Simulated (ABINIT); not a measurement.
Rh:

```
Rh
1.0
     0.00000    1.89785    1.89785
     1.89785    0.00000    1.89785
     1.89785    1.89785    0.00000
Rh
1
Direct
  0.00000 0.00000 0.00000
```

Base run:

```yaml
Program: ABINIT 10.8.3 (patched build)
Functional: BLYP
Potentials_or_basis: JTH PAW PBE v2.0
Cutoff: 435 eV
k_mesh: 12 × 12 × 12
Occupations: fermi-dirac, width 0.05 eV
Spin: no spin polarisation
```

Its results: band gap on the k mesh none (metal or under the smearing width); pressure 21.3 GPa.

Task: After a change of settings the same cell gave: band gap on the k mesh none (metal or under the smearing width); pressure 11.3 GPa. Which change was it?
A. functional from BLYP to RPBE
B. functional from BLYP to PBEsol; potentials or basis from JTH PAW PBE v2.0 to PseudoDojo NC SR PBEsol v0.4.1 standard; cutoff from 435 eV to 1197 eV
C. functional from BLYP to PBEsol; spin from no spin polarisation to spin-orbit coupling, no magnetisation
D. spin from no spin polarisation to spin-orbit coupling, no magnetisation

Result: A.

Caveats: so large a pressure means that the cell lies far from this level's equilibrium, or that cutoff or potentials fall short (some runs); the potentials were made for another functional, which shifts forces and pressure (some runs); the PAW data sets were made with another functional, which shifts forces and pressure a little (some runs).
